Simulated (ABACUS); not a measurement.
A run of ABACUS 3.10.1 is set up as follows.

The input INPUT:

```
INPUT_PARAMETERS
suffix              Be
calculation         scf
basis_type          lcao
pseudo_dir          ./
orbital_dir         ./
symmetry            1
dft_functional      pbe
ecutwfc             100
pseudo_rcut         10
nspin               1
nbands              6
ks_solver           genelpa
smearing_method     fd
smearing_sigma      0.00367493
scf_thr             1e-07
scf_nmax            100
mixing_type         broyden
mixing_beta         0.7
cal_force           1
cal_stress          1
out_mul             1
```

STRU

```
ATOMIC_SPECIES
Be 9.0122 Be.upf

NUMERICAL_ORBITAL
Be_confined-atom_7au_3s1p.orb

LATTICE_CONSTANT
1.8897261246

LATTICE_VECTORS
-1.2608980000 1.2156830000 1.2637960000
1.2607320000 -1.2308510000 1.2787980000
1.2654110000 1.2353640000 -1.2789640000

ATOMIC_POSITIONS
Direct

Be
0.0
1
0.0027900000 -0.0044980000 -0.0071800000 1 1 1
```

KPT

```
K_POINTS
0
Gamma
15 15 15 0 0 0
```

Potentials or basis: PseudoDojo NC SR 0.4.1 PBE standard, DZP LCAO (the cutoffs set its grid).

Launch:

```bash
$ OMP_NUM_THREADS=1 mpirun -np 4 abacus > log
```

Question: Estimate the pressure.

Answer: 0.0 GPa.

Question: What does it give for the band gap on the k mesh?

Answer: None (metal or under the smearing width).

Stress tensor (GPa, compression positive):
```
-0.88 -0.81  0.02
-0.81  2.43  2.72
 0.02  2.72 -1.50
```

Caveat: the atomic orbitals were generated for these runs and aren't a published set; the basis of atomic orbitals isn't converged, which shifts pressures, moduli and gaps.
